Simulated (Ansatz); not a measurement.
# Ru (P6_3/mmc) in Ansatz: notebook

The runs below take Ru through relaxation of cell and atoms, single point, with rPW86-PBE, PBE.

Program: Ansatz 0.2.0. These are calculated values, not measurements. Logs are shortened: lines on timing, memory, paths and dates and some standing lists are left out, and cuts for length are marked.

### Step 1. Starting point

Symmetry: P6_3/mmc, No. 194, hexagonal system. Conventional cell: a = 2.706 Å, b = 2.706 Å, c = 4.282 Å, α = 90.00°, β = 90.00°, γ = 120.00°. Ru (site symmetry -6m2) has 12 Ru at 2.65 to 2.71 Å as nearest neighbours.

### Step 2. Relaxation of cell and atoms, rPW86-PBE

Contents of input.yaml:

```yaml
crystal:
  lattice:
    - [2.7058, 0.0, 0.0]
    - [-1.3529, 2.3432915376, 0.0]
    - [0.0, 0.0, 4.2819]
  atoms:
    - { symbol: Ru, position: [0.6666666667, 0.3333333333, 0.75] }
    - { symbol: Ru, position: [0.3333333333, 0.6666666667, 0.25] }
hamiltonian:
  xc: { exchange: rpw86, correlation: pbe }
  pseudopotentials: { kind: paw }
kpoints:
  mp_grid: { grid: [11, 11, 6] }
scf:
  occupations: { method: fermi_dirac, width: 0.05 }
output:
  forces: true
  stress: true
relax:
  f_tol: 0.01
  max_steps: 40
  cell: { stress_tol: 0.05 }
```

Potentials or basis: Ansatz PAW.

On the command line:

```console
> ansatz run input.yaml --threads 2 --pin off --max-ram 5120MiB --backend cpu --events-out ev --progress --plain --runs-dir out
```

Output:

```text
Warning: RAYON_NUM_THREADS=2 ignored (pool sized by the plan → 2); use --threads N
Engine: ansatz 0.2.0, aarch64-unknown-linux-gnu
Pseudopotentials: kind: paw
Pseudopotential: Ru, paw, valence charge 16, recommended cutoff 420 eV (normal), Ru.paw.azcp
Functional definition: unnamed
  exchange = rpw86_x
  correlation = pbe_c
Crystal: 2 atoms, lattice volume = 27.149 Å³
Basis set: ecut = 420 eV, 537 PW (Γ), exchange–correlation on 40×40×60 points (8 copies of the dense FFT grid, shifted against one another)
Bands: 20, of which v1, the nominal top of the filled ones, is band 16 counted from 1 (15 counted from 0)
Symmetry: 24 space group operations
Space group: P63/mmc (ITA 194), of the structure as read, at distance tolerance 3.0e-5 Å
k-points: 64 of 726
Non-local potential: Ru, projectors of the file, l = 0: 3, l = 1: 2, l = 2: 2, l = 3: 1
PAW form: soft (Blöchl's): semilocal exchange-correlation on the pseudo side does not see the compensation charge
PAW frozen core: Ru, regenerated for the run's functional, and the local potential with it (the file was generated under x = pbe(κ = 0.804, μ = 0.2195149727645171), c = pbe(β = 0.06672455060314922))
PAW one-centre angular grid: Ru, 590 points (default); XC on 96 Gauss nodes
Initial density: superposition of atomic densities (neutral atoms: chi_scale 0, normalization atom), corrected by the library's trained network
Initial wavefunctions: pseudopotential atomic-orbital guess
Functional: x = rpw86, c = pbe(β = 0.06672455060314922)
SCF iter   1: F=—  HF=-11842.713748 eV  |F-HF|=—  |Δ(HF+E_count)|=         —  Δρ=9.16e-3  dr2=1.28e-2  ethr=1.77e-3  ⟨swp⟩=5.1  Hψ=5046  notcnv=0
preconditioner: auto → none  [metal: Δε(μ)=0.036 eV  Ē_g=5.794 eV  σ=0.050 eV  W_gap=0.18  n_scr=8 (ndim 8)  ℏωp=28.5 eV  f_vac=0.000  D(μ)=2.02/eV (n_scr^D=22)  sad-step TF]
SCF iter   2: F=—  HF=-11842.716162 eV  |F-HF|=—  |Δ(HF+E_count)|=   2.41e-3  Δρ=5.31e-3  dr2=4.02e-3  ethr=4.00e-5  ⟨swp⟩=2.6  Hψ=2672  notcnv=0
SCF iter   3: F=—  HF=-11842.717501 eV  |F-HF|=—  |Δ(HF+E_count)|=   1.34e-3  Δρ=4.43e-4  dr2=2.62e-5  ethr=1.26e-5  ⟨swp⟩=2.0  Hψ=1945  notcnv=0
SCF iter   4: F=—  HF=-11842.717474 eV  |F-HF|=—  |Δ(HF+E_count)|=   2.69e-5  Δρ=5.57e-5  dr2=1.80e-7  ethr=8.19e-8  ⟨swp⟩=2.0  Hψ=2302  notcnv=0
iter 5 did not close the SCF: its close was put off for the readings that it lacked (scf_convergence_deferred on its scf_iter line)
SCF iter   5: F=-11842.717475 eV  HF=-11842.717475 eV  |F-HF|=2.97e-8  |Δ(HF+E_count)|=   3.93e-7  Δρ=1.74e-5  dr2=4.66e-8  ethr=5.61e-10  ⟨swp⟩=2.0  Hψ=2319  notcnv=0
SCF iter   6: F=-11842.717475 eV  HF=-11842.717475 eV  |F-HF|=1.78e-10  |Δ(HF+E_count)|=   1.28e-8  Δρ=3.25e-6  dr2=9.55e-10  ethr=1.46e-10  ⟨swp⟩=2.0  Hψ=4989  notcnv=0
SCF 1 converged in 6 iterations: F = -11842.717475 eV  dr2 = 9.55e-10
relax step   1: F+E_penalty+E_count = -11842.71747476 eV  Δ(F+E_penalty+E_count) = +0.000e0 eV  max|allowed force component| = 5.089e-17 eV/Å  Δτ_max = 0.0000 Å  P = +19.174 GPa  Ω = 27.149 Å³  (6 SCF iters, dr2 threshold 1.00e-7 eV, accepted)
Crystal: 2 atoms, lattice volume = 30.611 Å³
Basis set: ecut = 420 eV, 603 PW (Γ), exchange–correlation on 40×40×60 points (8 copies of the dense FFT grid, shifted against one another)
Initial density: handed on by an earlier stage of this run
Initial wavefunctions: those handed on with the density
iter 1 solved again at ethr=6.73e-5 eV; its pass at ethr=3.10e-3 eV (dr2=2.15e-2 eV) is discarded
SCF iter   1: F=—  HF=-11842.730624 eV  |F-HF|=—  |Δ(HF+E_count)|=         —  Δρ=8.85e-3  dr2=2.17e-2  ethr=6.73e-5  ⟨swp⟩=2.0  Hψ=6929  notcnv=0
[... 51 lines left out ...]
iter 1 solved again at ethr=1.35e-8 eV; its pass at ethr=3.10e-3 eV (dr2=4.31e-6 eV) is discarded
SCF iter   1: F=—  HF=-11842.812456 eV  |F-HF|=—  |Δ(HF+E_count)|=         —  Δρ=2.60e-4  dr2=1.96e-6  ethr=1.35e-8  ⟨swp⟩=3.0  Hψ=9058  notcnv=0
SCF iter   2: F=—  HF=-11842.812512 eV  |F-HF|=—  |Δ(HF+E_count)|=   5.54e-5  Δρ=1.25e-4  dr2=3.94e-7  ethr=6.13e-9  ⟨swp⟩=2.0  Hψ=2312  notcnv=0
SCF iter   3: F=—  HF=-11842.812519 eV  |F-HF|=—  |Δ(HF+E_count)|=   7.45e-6  Δρ=1.59e-5  dr2=2.13e-8  ethr=1.23e-9  ⟨swp⟩=2.0  Hψ=1766  notcnv=0
SCF iter   4: F=—  HF=-11842.812519 eV  |F-HF|=—  |Δ(HF+E_count)|=   9.95e-8  Δρ=3.56e-6  dr2=6.58e-10  ethr=6.65e-11  ⟨swp⟩=2.1  Hψ=2295  notcnv=0
SCF iter   5: F=—  HF=-11842.812519 eV  |F-HF|=—  |Δ(HF+E_count)|=   5.44e-9  Δρ=4.96e-7  dr2=2.94e-11  ethr=2.06e-12  ⟨swp⟩=2.0  Hψ=1903  notcnv=0
SCF iter   6: F=-11842.812519 eV  HF=-11842.812519 eV  |F-HF|=3.64e-12  |Δ(HF+E_count)|=  7.28e-12  Δρ=1.23e-7  dr2=1.17e-12  ethr=1.00e-12  ⟨swp⟩=5.0  Hψ=5113  notcnv=0
SCF 6 converged in 6 iterations: F = -11842.812519 eV  dr2 = 1.17e-12
relax step   6: F+E_penalty+E_count = -11842.81251911 eV  Δ(F+E_penalty+E_count) = -9.455e-4 eV  max|allowed force component| = 2.082e-17 eV/Å  Δτ_max = 0.0000 Å  P = -0.041 GPa  Ω = 28.840 Å³  stress off target by 4.80e-2 GPa  SCF on the basis re-selected at this cell (its energy is not comparable with the rows above)  (6 SCF iters)
basis re-selected at this cell: Δ(F+E_penalty+E_count) = -9.455e-4 eV, ΔP = -0.042 GPa vs the last step (what re-selecting the basis moved, of the pressure what is left beyond the Pulay correction that the steps carried, after the strain that the cell walked since its last selection, with what the two solves' SCF thresholds leave and, on support functions, any second-order correction that the steps lacked; it is no measure of the basis error at this ecutwfc). This SCF's stress stands 4.80e-2 GPa from its target on what of the cell is left free (relax.cell.stress_tol is 5.00e-2 GPa) and its largest allowed force component is 2.08e-17 eV/Å (relax.f_tol is 1.00e-2 eV/Å): within both
SCF converged after 6 iterations
Free energy (F): -11842.812519 eV
Harris-Foulkes:  -11842.812519 eV  (|F-HF|=3.64e-12)
Internal energy: -11842.794321 eV  (E = F + TS)
E sigma→0 (E₀):  -11842.803420 eV
Entropy (-TS):   -0.018198 eV (-9.099 meV/atom)
Fermi energy:    21.996898 eV
--- Per-component energies (eV) ---
  E_band       = -148.458014
  E_kinetic    = 1025.672605
  E_local      = -2636.799341  (includes V_loc(G=0)·N_el)
  E_nonlocal   = 678.372399
  E_hartree    = 850.272385
  E_xc         = -382.391843
  E_vxc        = -477.408992  (∫ρ·V_xc dr)
  E_paw        = -7004.463990  (= ΣΔE_a)
  E_vpaw       = -438.839097  (= ΣTr[D̂ρ^β])
  E_aug_tail   = -0.000328  (compensation charges beyond the density's cutoff)
  E_ewald      = -4373.474632
  E_core_change = 0.018424  (= ΣΔE_core)
  E_smearing   = -0.018198  (= −TS)
  E_closure    = -0.000000  (closes the sum)
  Σ components = -11842.812519   (vs F -11842.812519, Δ=0.00e0)
--- Forces (eV/Å), atoms counted from 1 ---
  atom   1  Ru    -0.00000000    -0.00000000     0.00000000
  atom   2  Ru     0.00000000     0.00000000    -0.00000000
  max |Σ_I F_I| component: 4.63e-18 eV/Å
--- Stress (GPa, compression-positive) ---
       -0.036865       0.000000       0.000000
        0.000000      -0.036865       0.000000
        0.000000       0.000000      -0.048027
  P = ⅓ Tr σ = -0.0406 GPa (-0.406 kbar)
--- Relaxed structure (5 steps of the walk, 5 accepted, 1 SCFs on fresh bases) ---
  F+E_penalty+E_count = -11842.81251911 eV   max|allowed force component| = 2.082e-17 eV/Å   (the final SCF, on the basis selected at the relaxed cell)
  cell:  # Å, volume = 28.8395 Å³
    - [2.761812909805781, 5.533004092097176e-34, 1.0403223194489849e-33]
    - [-1.3809064549028904, 2.3918001403916267, 1.7476786949338857e-18]
    - [1.646299112872543e-33, 3.193535795194253e-18, 4.365849039656506]
  atoms:
    - { symbol: Ru, position: [0.6666666666666666, 0.3333333333333334, 0.7500000000000001] }
    - { symbol: Ru, position: [0.3333333333333334, 0.6666666666666669, 0.25000000000000006] }
```

Run time: 5.4 s. Hardware: 2 threads of Arm Neoverse V1, shared host; peak memory 0.31 GiB.

Results:

| Quantity | Value |
| --- | --- |
| Free energy | -11842.8125 eV |
| Relaxed volume | 14.42 Å³/atom |
| Relaxed cell | a = 2.762 Å, b = 2.762 Å, c = 4.366 Å, α = 90.00°, β = 90.00°, γ = 120.00° |
| Space group after relaxing (to 0.05 Å) | P6_3/mmc (No. 194) |
| Energy gained by relaxing | 47.5 meV/atom |
| Ionic steps | 6 |
| Pressure after relaxing | 0.0 GPa |

Step by step:
| step | energy change (eV) | largest force (eV/Å) | volume (Å³) |
| --- | --- | --- | --- |
| 1 | 0.0000 | 0.0000 | 27.15 |
| 2 | -0.0100 | 0.0000 | 30.61 |
| 3 | -0.0928 | 0.0000 | 29.04 |
| 4 | -0.0941 | 0.0000 | 28.82 |
| 5 | -0.0941 | 0.0000 | 28.84 |
| 6 | -0.0950 | 0.0000 | 28.84 |

Final structure:
```xyz
2
Lattice="2.7618 0.0000 0.0000 -1.3809 2.3918 0.0000 0.0000 0.0000 4.3658" Properties=species:S:1:pos:R:3 pbc="T T T"
Ru    1.3809    0.7973    3.2744
Ru    0.0000    1.5945    1.0915
```

Caveat: the plane-wave basis is chosen anew once the cell has moved, so the energies of steps on either side of that aren't comparable; the PAW data sets come from PBE, with cores solved anew for the run's functional, which leaves a small shift of forces and pressure.

### Step 3. Single point, PBE

input.yaml, as its differences from that of step 2:

```diff
@@ -9,3 +9,3 @@
 hamiltonian:
-  xc: { exchange: rpw86, correlation: pbe }
+  xc: pbe
   pseudopotentials: { kind: paw }
@@ -15,2 +15,4 @@
   occupations: { method: fermi_dirac, width: 0.05 }
+basis:
+  ecutwfc: "600 eV"
 output:
@@ -18,5 +20,2 @@
   stress: true
-relax:
-  f_tol: 0.01
-  max_steps: 40
-  cell: { stress_tol: 0.05 }
+  eigenvalues: true
```

Potentials or basis: Ansatz PAW.

On the command line:

```console
> ansatz run input.yaml --threads 2 --pin off --max-ram 5120MiB --backend cpu --events-out ev --progress --plain --runs-dir out
```

It took 1.4 s on 2 threads of Arm Neoverse V1, shared host; peak memory 0.33 GiB.

Results (log left out):

| Quantity | Value |
| --- | --- |
| Free energy | -11757.3735 eV |
| Pressure | 4.5 GPa |
| Band gap on the k mesh | none (metal or under the smearing width) |

Stress tensor (GPa, compression positive):
```
4.58 0.00 0.00
0.00 4.58 0.00
0.00 0.00 4.48
```

Levels at points of the mesh, in eV from the Fermi level:
| k point | band 12 | band 13 | band 14 | band 15 | band 16 | band 17 | band 18 | band 19 | band 20 |
| --- | --- | --- | --- | --- | --- | --- | --- | --- | --- |
| (0.00, 0.00, 0.00) | -2.53 | -2.36 | -1.85 | -1.85 | -1.32 | -1.32 | 1.25 | 1.25 | 1.36 |
| (0.00, 0.00, -0.50) | -2.70 | -2.70 | -2.70 | -2.65 | -2.65 | 0.61 | 0.61 | 0.61 | 0.61 |
